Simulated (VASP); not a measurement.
# As (R-3m) in VASP: settings compared, part 2 of 2

VASP 6.6.1. Earlier steps stand in the parts before.

## 3. Relaxation of cell and atoms, r2SCAN

This run uses another cell than the first one, of 21.53 Å³/atom, 1.030 times its volume.

Input file INCAR:

```
PREC = Accurate
ENCUT = 600
EDIFF = 1E-6
ISMEAR = 1
SIGMA = 0.1
LREAL = F
LASPH = T
NELM = 80
ALGO = Normal
ISIF = 3
LWAVE = F
LCHARG = F
METAGGA = R2SCAN
LMIXTAU = T
IBRION = 2
NSW = 90
EDIFFG = -0.01
```

Input file KPOINTS:

```
Automatic mesh
0
Gamma
  12 12 12
```

Input file POSCAR:

```
As
1.0
    1.8807968987      1.0858785957      3.5140619945
   -1.8807968987      1.0858785957      3.5140619945
    0.0000000000     -2.1717571915      3.5140619945
As
2
Direct
    0.7740000000      0.7740000000      0.7740000000
    0.2260000000      0.2260000000      0.2260000000
```

Potentials or basis: VASP PAW PBE potentials, release 64 (As).

Launch:

```console
> cat potpaw_PBE.64/As/POTCAR > POTCAR
> mpirun -np 1 vasp_std > vasp.out
```

OUTCAR:

```text
PREC = Accurate
   ENCUT = 600
   EDIFF = 1E-6
   ISMEAR = 1
   LREAL = F
   LASPH = T
   NELM = 80
   ISIF = 3
   METAGGA = R2SCAN
   IBRION = 2
   NSW = 90
   EDIFFG = -0.01

 ion  position               nearest neighbor table
   1  0.774  0.774  0.774-   2 2.51   2 2.51   2 2.51
   2  0.226  0.226  0.226-   1 2.51   1 2.51   1 2.51

  LATTYP: Found a trigonal (rhomboedric) cell.
 ALAT       =     4.1310000000
 COS(alpha) =     0.5854247172

  Lattice vectors:

 A1 = (   1.8807968987,   1.0858785957,   3.5140619945)
 A2 = (  -1.8807968987,   1.0858785957,   3.5140619945)
 A3 = (   0.0000000000,  -2.1717571915,   3.5140619945)

Analysis of symmetry for initial positions (statically):
=====================================================================
 Subroutine PRICEL returns:
 Original cell was already a primitive cell.

 Routine SETGRP: Setting up the symmetry group for a
 trigonal (rhombohedral) supercell.

 Subroutine GETGRP returns: Found 12 space group operations
 (whereof 12 operations were pure point group operations)
 out of a pool of 12 trial point group operations.

The static configuration has the point symmetry D_3d.

Analysis of symmetry for dynamics (positions and initial velocities):
=====================================================================
 Subroutine PRICEL returns:
 Original cell was already a primitive cell.

 Routine SETGRP: Setting up the symmetry group for a
 trigonal (rhombohedral) supercell.

 Subroutine GETGRP returns: Found 12 space group operations
 (whereof 12 operations were pure point group operations)
 out of a pool of 12 trial point group operations.

The dynamic configuration has the point symmetry D_3d.

 Subroutine INISYM returns: Found 12 space group operations
 (whereof 12 operations are pure point group operations),
 and found     1 'primitive' translations

----------------------------------------------------------------------------------------
[... 115 lines left out ...]
  Fermi-wavevector in a.u.,A,eV,Ry     =   1.006268  1.901570 13.776916  1.012575
  Thomas-Fermi vector in A             =   2.138999
   LORBIT       =      0    0 simple, 1 ext, 2 COOP (PROOUT), +10 PAW based schemes
   METAGGA = R2SCAN    functional components
   LHFCALC =     F    Hartree Fock is set to
   AEXX    =    0.0000 exact exchange contribution
   IVDW    =     0    specifies the selected vdW correction
   LEPSILON=     F    determine dielectric tensor
   LRPA    =     F    only Hartree local field effects (RPA)
 conjugate gradient relaxation of ions
 non-spin polarized calculation
 Methfessel and Paxton  Order N= 1 SIGMA  =   0.10
  energy-cutoff  :      600.00
  volume of cell :       43.06
 maximum number of plane-waves:      1458
 NGX is ok and might be reduce to    36
   NGX = 17   NGY = 17   NGZ = 17

--------------------------------------- Ionic step        1  -------------------------------------------

 number of electron      10.0000000 magnetization

 Free energy of the ion-electron system (eV)
  ---------------------------------------------------
  ext. energy  EPLUGINS =         0.00000000
  ---------------------------------------------------
  free energy    TOTEN  =       -29.37695735 eV

  energy without entropy =      -29.37678053  energy(sigma->0) =      -29.37689841

------------------------ aborting loop because EDIFF is reached ----------------------------------------

  FORCE on cell =-STRESS in cart. coord.  units (eV):
  Direction    XX          YY          ZZ          XY          YZ          ZX
  --------------------------------------------------------------------------------------
  -------------------------------------------------------------------------------------
  Total        0.4943185      0.4943185      0.6304486      0.0000000     -0.0000000      0.0000000
  in kB       18.3921982     18.3921982     23.4572138      0.0000000     -0.0000000      0.0000000
  external PRESSURE =      20.0805367 kB  Pullay stress =       0.0000000 kB
[... 675 lines left out ...]
 k-point    24 :      -0.4167    0.1667    0.0000
  band No.  band energies     occupation
      1      -7.8478      2.00000
      2      -6.5406      2.00000
      3      -0.1286      2.00000
      4       1.0876      2.00000
      5       2.6916      2.00000
      6       5.6436     -0.00000
      7       6.4618     -0.00000
      8       8.0596      0.00000
      9      12.4899      0.00000

 [... further k-points ...]

[... ionic steps 4 to 23 ...]

--------------------------------------- Ionic step       24  -------------------------------------------

 number of electron      10.0000000 magnetization

------------------------ aborting loop because EDIFF is reached ----------------------------------------
[... 67 lines left out ...]
--------------------------------------- Ionic step       26  -------------------------------------------

 number of electron      10.0000000 magnetization

 Free energy of the ion-electron system (eV)
  ---------------------------------------------------
  ext. energy  EPLUGINS =         0.00000000
  ---------------------------------------------------
  free energy    TOTEN  =       -29.41689594 eV

  energy without entropy =      -29.41698668  energy(sigma->0) =      -29.41692619

 E-fermi :   2.7046     XC(G=0):  -8.8435

 val. band max:        2.6914802389   @ k =   0.5000   0.5000   0.5000
 cond. band min:       3.2482484495   @ k =   0.3333  -0.0000  -0.0000
 fundamental gap:      0.5567682107
 Fermi energy:         2.7045936422
[... 317 lines left out ...]
  FREE ENERGIE OF THE ION-ELECTRON SYSTEM (eV)
  ---------------------------------------------------
  free  energy   TOTEN  =       -29.4168959424 eV

  energy  without entropy=      -29.4169866761  energy(sigma->0) =      -29.41692619

 reached required accuracy - stopping structural energy minimisation
```

OSZICAR:

```text
N       E                     dE             d eps       ncg     rms          rms(c)
DAV:   1     0.133948748570E+02    0.13395E+02   -0.48903E+03  3410   0.108E+03
DAV:   2    -0.295317139248E+02   -0.42927E+02   -0.41725E+02  5150   0.133E+02
[... 259 lines left out ...]
  25 F= -.29416880E+02 E0= -.29416911E+02  d E =-.108367E-02
       N       E                     dE             d eps       ncg     rms          rms(c)
DAV:   1    -0.294169023363E+02   -0.21681E-04   -0.52891E-04  3752   0.145E-01    0.138E-02
DAV:   2    -0.294168979438E+02    0.43925E-05   -0.13692E-05  3531   0.296E-02    0.844E-03
DAV:   3    -0.294168950443E+02    0.28995E-05   -0.85510E-06  3453   0.219E-02    0.368E-03
DAV:   4    -0.294168959424E+02   -0.89817E-06   -0.43329E-07  1880   0.833E-03
  26 F= -.29416896E+02 E0= -.29416926E+02  d E =-.155168E-04
```

CONTCAR:

```text
As
   1.00000000000000
     1.7949756638272707    1.0363296826339268    5.0660414570745278
    -1.7949756638272703    1.0363296826339274    5.0660414570745278
    -0.0000000000000005   -2.0726593654076688    5.0660414570881684
  As
     2
Direct
     0.7882900321749214    0.7882900321749214    0.7882900321749400
     0.2117099678250784    0.2117099678250784    0.2117099678250603

  0.00000000E+00  0.00000000E+00  0.00000000E+00
  0.00000000E+00  0.00000000E+00  0.00000000E+00
```

It took 56 min on 1 thread of Intel Xeon 6975P-C (Granite Rapids), shared host; peak memory 0.28 GiB.

Results:

* Free energy: -29.4169 eV
* Relaxed volume: 28.27 Å³/atom
* Relaxed cell: a = 5.474 Å, b = 5.474 Å, c = 5.474 Å, α = 38.29°, β = 38.29°, γ = 38.29°
* Space group after relaxing (to 0.05 Å): R-3m (No. 166)
* Energy gained by relaxing: 20.0 meV/atom
* Ionic steps: 26
* Pressure after relaxing: 0.0 GPa
* Band gap on the k mesh: 0.56 eV, indirect (least direct gap 1.19 eV)

Forces on the atoms (eV/Å):
```
As   0.000  0.000 -0.002
As   0.000  0.000  0.002
```

The path:
| step | energy change (eV) | largest force (eV/Å) | pressure (GPa) | volume (Å³) |
| --- | --- | --- | --- | --- |
| 1 | 0.0000 | 0.2086 | 2.01 | 43.06 |
| 2 | -0.0028 | 0.2496 | -1.36 | 44.76 |
| 3 | -0.0070 | 0.0537 | 0.04 | 44.01 |
| 4 | -0.0080 | 0.0533 | 0.06 | 44.11 |
| 5 | -0.0103 | 0.0516 | 0.06 | 44.43 |
| 6 | -0.0136 | 0.0411 | 0.14 | 45.06 |
| 7 | -0.0166 | 0.0037 | 0.49 | 46.25 |
| 8 | -0.0186 | 0.2087 | 1.57 | 48.40 |
| 9 | -0.0191 | 0.1977 | 1.52 | 48.50 |
| 10 | -0.0206 | 0.1639 | 1.36 | 48.77 |
| 11 | -0.0233 | 0.0962 | 1.06 | 49.32 |
| 12 | -0.0271 | 0.0513 | 0.45 | 50.41 |
| 13 | -0.0276 | 0.3499 | -0.54 | 52.57 |
| 14 | -0.0286 | 0.2178 | -0.16 | 51.65 |
| 15 | -0.0285 | 0.1645 | 0.02 | 51.29 |
| 16 | -0.0286 | 0.1855 | -0.05 | 51.43 |
| 17 | -0.0292 | 0.1875 | -0.10 | 51.70 |
| 18 | -0.0308 | 0.1837 | -0.23 | 52.50 |
| 19 | -0.0351 | 0.1679 | -0.42 | 54.09 |
| 20 | -0.0389 | 0.1229 | -0.55 | 57.23 |
| 21 | -0.0388 | 0.1261 | -0.54 | 56.54 |
| 22 | -0.0397 | 0.0791 | 0.23 | 56.61 |
| 23 | -0.0399 | 0.0150 | -0.01 | 56.59 |
| 24 | -0.0399 | 0.0106 | -0.03 | 56.59 |
| 25 | -0.0399 | 0.0079 | -0.04 | 56.59 |
| 26 | -0.0399 | 0.0021 | -0.02 | 56.54 |

Final structure:
```cif
data_structure
_symmetry_space_group_name_H-M 'P 1'
_symmetry_Int_Tables_number 1
_cell_length_a 5.4736
_cell_length_b 5.4736
_cell_length_c 5.4736
_cell_angle_alpha 38.287
_cell_angle_beta 38.287
_cell_angle_gamma 38.287
_cell_volume 56.54
loop_
_atom_site_label
_atom_site_type_symbol
_atom_site_fract_x
_atom_site_fract_y
_atom_site_fract_z
_atom_site_occupancy
As1 As 0.78829 0.78829 0.78829 1
As2 As 0.21171 0.21171 0.21171 1
```

Caveat: the volume moved by over 15 % at a fixed basis, so the end points are rough; the PAW data sets were made with another functional, which shifts forces and pressure a little; the volume moved by +31 % from the deposited cell, more than functionals usually miss. Zero-point motion and thermal expansion aren't in these numbers.

## 4. Relaxation of cell and atoms, r2SCAN

This run uses another cell than the first one, of 28.27 Å³/atom, 1.352 times its volume.

INCAR: that of step 3 with these lines changed.

```diff
@@ -2,3 +2,3 @@
 ENCUT = 600
-EDIFF = 1E-6
+EDIFF = 1E-7
 ISMEAR = 1
@@ -16,2 +16,2 @@
 NSW = 90
-EDIFFG = -0.01
+EDIFFG = -0.005
```

KPOINTS is that of step 3.

Input file POSCAR:

```
As                                      
1.0
    1.7949756638      1.0363296826      5.0660414571
   -1.7949756638      1.0363296826      5.0660414571
   -0.0000000000     -2.0726593654      5.0660414571
  As            
     2
Direct
     0.7882900321749214    0.7882900321749214    0.7882900321749400
     0.2117099678250784    0.2117099678250784    0.2117099678250603
```

Launch:

```console
> cat potpaw_PBE.64/As/POTCAR > POTCAR
> mpirun -np 1 vasp_std > vasp.out
```

Wall time 21 min (1 thread of Intel Xeon 6975P-C (Granite Rapids), shared host); peak memory 0.45 GiB.

It converged, with:

* Free energy: -29.4197 eV
* Relaxed volume: 28.26 Å³/atom
* Relaxed cell: a = 5.475 Å, b = 5.475 Å, c = 5.475 Å, α = 38.27°, β = 38.27°, γ = 38.27°
* Space group after relaxing (to 0.05 Å): R-3m (No. 166)
* Energy gained by relaxing: 0.0 meV/atom
* Ionic steps: 2
* Pressure after relaxing: 0.0 GPa
* Band gap on the k mesh: 0.56 eV, indirect (least direct gap 1.20 eV)

Forces on the atoms (eV/Å):
```
As   0.000  0.000  0.002
As   0.000  0.000 -0.002
```

Final structure:
```xyz
2
Lattice="1.7945 1.0361 5.0675 -1.7945 1.0361 5.0675 0.0000 -2.0721 5.0675" Properties=species:S:1:pos:R:3 pbc="T T T"
As    0.0000    0.0000   11.9838
As    0.0000    0.0000    3.2186
```

Levels at points of the mesh, in eV from the valence-band top:
| k point | band 2 | band 3 | band 4 | band 5 | band 6 | band 7 | band 8 | band 9 |
| --- | --- | --- | --- | --- | --- | --- | --- | --- |
| (0.00, 0.00, 0.00) | -7.84 | -2.36 | -0.98 | -0.98 | 1.92 | 2.94 | 2.94 | 8.52 |
| (0.50, 0.00, 0.00) | -10.43 | -4.24 | -2.92 | -2.01 | 1.00 | 1.73 | 3.74 | 6.03 |
| (0.50, 0.50, 0.00) | -10.31 | -4.58 | -3.00 | -2.91 | 1.71 | 3.76 | 4.31 | 6.40 |
| (0.50, 0.50, 0.50) | -8.56 | -0.96 | -0.96 | 0.00 | 1.20 | 2.78 | 2.78 | 6.68 |

Caveat: the PAW data sets were made with another functional, which shifts forces and pressure a little.
